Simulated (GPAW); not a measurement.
The system is CuO.

```xyz
4
Lattice="3.1755 0.0000 0.0000 0.0000 3.1755 0.0000 0.0000 0.0000 4.6495" Properties=species:S:1:pos:R:3 pbc="T T T"
Cu    0.0000    0.0000    0.0000
Cu    1.5877    1.5877    0.0000
O     1.5877    0.0000    1.2414
O     0.0000    1.5877    3.4081
```

The cell was built by a generator and needn't be a form met in nature.

| Item | Value |
| --- | --- |
| Program | GPAW 26.7.0 |
| Task | relaxation of cell and atoms |
| Functional | PBEsol |
| Dispersion | D3(BJ) |
| Potentials or basis | PAW data sets generated in the run's folder for this functional |
| Cutoff | 800 eV |
| Basis | pw |
| k mesh | 6 × 6 × 4 |
| Occupations | fermi-dirac, width 0.05 eV |
| Spin | no spin polarisation |

At the start: pressure 9.2 GPa; volume 11.72 Å³/atom.

**Question.** Where does the relaxation end?

**Answer.** Over 23 steps the energy falls by 672.0 meV/atom and the volume is 11.08 Å³/atom (-5.5 %); space group P4/nmm (No. 129, to 0.05 Å).

The path:
```
step  energy change (eV)  largest force (eV/Å)  pressure (GPa)  volume (Å³)
   1              0.0000                1.0329            9.20        46.88
   2             -0.1139                0.9342            8.73        47.22
   3             -0.8578                0.5486            4.54        50.42
   4             -1.3159                0.5294           -0.62        53.81
   5             -1.5465                0.9522           -6.44        57.26
   6             -1.7290                1.5869          -12.13        60.37
   7             -1.7045                1.1243          -17.76        62.71
   8             -1.9900                1.3019          -12.50        60.01
   9             -2.2551                0.9786           -5.39        56.84
  10             -2.4578                0.3859            0.51        54.21
  11             -2.5565                0.1037           -0.98        53.42
  12             -2.5929                0.0114           -1.97        52.52
  13             -2.6281                0.0000           -2.38        50.74
  14             -2.6626                0.0251           -3.39        48.39
  15             -2.6629                0.2407           -3.47        45.80
  16             -2.6767                0.0960           -1.35        46.40
  17             -2.6766                0.1060           -0.74        46.05
  18             -2.6767                0.1122           -0.41        45.80
  19             -2.6772                0.1163            0.15        45.31
  20             -2.6789                0.1041            0.83        44.63
  21             -2.6817                0.0698            1.13        44.08
  22             -2.6855                0.0298            0.66        44.04
  23             -2.6878                0.0126            0.08        44.32
```

Final structure:
```cif
data_structure
_symmetry_space_group_name_H-M 'P 1'
_symmetry_Int_Tables_number 1
_cell_length_a 3.8399
_cell_length_b 3.8399
_cell_length_c 3.0055
_cell_angle_alpha 90.000
_cell_angle_beta 90.000
_cell_angle_gamma 90.000
_cell_volume 44.32
loop_
_atom_site_label
_atom_site_type_symbol
_atom_site_fract_x
_atom_site_fract_y
_atom_site_fract_z
_atom_site_occupancy
Cu1 Cu 0.00000 0.00000 0.00000 1
Cu2 Cu 0.50000 0.50000 0.00000 1
O1 O 0.50000 0.00000 0.94509 1
O2 O 0.00000 0.50000 0.05491 1
```

Caveat: with this Cu data set, volumes or pressures lay over 1.5 % or 2 GPa off other programs in two to four cells of ten; later steps reuse the first step's grids; the run has no spin polarisation, though such a crystal can be magnetic; pairwise dispersion overbinds metals, which lowers pressure and volume.
